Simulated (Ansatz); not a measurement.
Crystal: Mn3Si.

```
Mn Si
1.0
     0.00000    2.86100    2.86100
     2.86100    0.00000    2.86100
     2.86100    2.86100    0.00000
Mn Si
3 1
Direct
  0.75000 0.75000 0.75000
  0.25000 0.25000 0.25000
  0.50000 0.50000 0.50000
  0.00000 0.00000 0.00000
```

Base run:

```yaml
Program: Ansatz 0.2.0
Functional: PBEsol
Potentials_or_basis: all-electron LAPW, inner shells corrected to Dirac's equation
Cutoff: 282 eV
Density_cutoff: 1129 eV
Basis_error_allowed: 0.002 eV/atom
k_mesh: 8 × 8 × 8
Occupations: fermi-dirac, width 0.05 eV
Spin: collinear spin, ferromagnetic start
Starting_moments: "[4.0, 4.0, 4.0, 0.0] μB"
```

Its results: pressure -15.9 GPa; net moment 1.01 μB per cell; site moments Mn -0.84, +2.63; Si +0.04 μB.

Q: After a change of settings the same cell gave: pressure -13.6 GPa; net moment 1.01 μB per cell; site moments Mn -0.86, +2.66; Si +0.04 μB. Which change was it?
A. potentials or basis from all-electron LAPW, inner shells corrected to Dirac's equation to all-electron LAPW, non-relativistic
B. potentials or basis from all-electron LAPW, inner shells corrected to Dirac's equation to all-electron LAPW, scalar-relativistic; basis error allowed from 0.002 eV/atom to 0.001 eV/atom
C. functional from PBEsol to LDA; potentials or basis from all-electron LAPW, inner shells corrected to Dirac's equation to all-electron LAPW, scalar-relativistic
D. potentials or basis from all-electron LAPW, inner shells corrected to Dirac's equation to all-electron PAW datasets made for the crystal

A: A.

Not every run made on this cell is shown here.
